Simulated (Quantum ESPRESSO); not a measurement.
Runs of Quantum ESPRESSO 7.5 on Cu. It takes space group Fm-3m (No. 225, cubic). The conventional cell has a = 3.615 Å, b = 3.615 Å, c = 3.615 Å, α = 90.00°, β = 90.00°, γ = 90.00°. Cu (site symmetry m-3m) has 12 Cu at 2.56 Å as nearest neighbours. 

| task | level | potentials or basis | cell | k mesh | cutoff (eV) | SCF threshold | symmetry | gap on the mesh (eV) | pressure (GPa) | V0 of scaled cells (Å³/atom) | B0 (GPa) |
| --- | --- | --- | --- | --- | --- | --- | --- | --- | --- | --- | --- |
| band structure | PBEsol | GBRV 1.5 PBEsol | as given | 13 × 13 × 13 | 762 | 2e-10 Ry | - | none | -6.6 | - | - |
| equation of state | PBEsol | GBRV 1.5 PBEsol | as given | 13 × 13 × 13 | 762 | 2e-10 Ry | - | - | - | (a) | 167 |
| single point | PBEsol | GBRV 1.5 PBEsol | cell strained at random at fixed volume | 13 × 13 × 13 | 762 | 2e-10 Ry | - | none | -6.5 | - | - |
| equation of state | r2SCAN | SG15 PBE 1.2 | as given | 10 × 10 × 10 | 1197 | 1e-08 Ry | off | - | - | 11.52 | 154 |
| single point | PBEsol | GBRV 1.5 PBEsol | as given | 13 × 13 × 13 | 762 | 2e-10 Ry | - | none | -6.6 | - | - |

Alike in all rows: no spin polarisation; smearing fermi-dirac 0.05 eV.

Task: Fill in the values left out.

Result: (a) 11.35.

Caveats: the potentials were made for another functional, which shifts forces and pressure (some runs).

A gap of «none» marks a metal or a gap under the smearing width.
